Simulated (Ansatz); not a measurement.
`C=NBC` + `CC(=O)O` → `CBOC(C)=O` + `C=N` at 600 K and 1 bar (ligand exchange at a B–N bond).

Calculated with Ansatz (gas phase, PBE0-D4/def2-TZVP geometries, no zero-point term in ΔE). CBS: MP2 limit from def2 TZ/QZ plus the TZ coupled-cluster correction, frozen cores. This one scheme is used for every species. One conformer a species, not always the lowest.

```tsv
species	CCSD(T)/CBS energy (Eh)	H − E (kJ/mol)	S (J/(mol·K))
`C=NBC`	-159.21633	260.4	375.5
`CC(=O)O`	-228.87529	204.1	348.2
`CBOC(C)=O`	-293.56968	333.9	463.7
`C=N`	-94.52360	129.6	259.4
```

H − E and S are ideal-gas, rigid-rotor, harmonic terms from PBE0-D4/def2-TZVP, for one conformer and one mirror image of each species. 1 Eh = 2625.50 kJ/mol, R = 8.31446 J/(mol·K).

Q: By hand: ΔE, ΔH, ΔS and ΔG.

A: ΔE = (-293.56968) + (-94.52360) − (-159.21633) − (-228.87529) = -0.00166 Eh = -4.4 kJ/mol. Δ(H − E) = 333.9 + 129.6 − 260.4 − 204.1 = -1.0, so ΔH = -5.4 kJ/mol. ΔS = 463.7 + 259.4 − 375.5 − 348.2 = -0.6 J/(mol·K). ΔG = -5.4 − 600 × (-0.6)/1000 = -5.0 kJ/mol.

Q: By hand: the equilibrium constant, and the temperature at which ΔG would vanish if ΔH and ΔS stayed fixed.

A: log₁₀ K = −ΔG/(RT ln 10) = 0.4. ΔG = 0 at ΔH/ΔS = 9000 K, far beyond where these terms or the molecules hold.

The number of gas molecules stays the same, so ΔS is small and ΔH decides. The sign of ΔG lies within the doubt. A doubt of 5 kJ/mol in ΔE shifts log₁₀ K by 0.4 here. Other conformers and mirror images would add mixing entropy, several J/(mol·K) or more a flexible species. These are equilibria of isolated gas molecules and say nothing of rates. Largest T1 diagnostic: 0.015 (customary marks: 0.02 for closed shells, 0.045 for open ones).
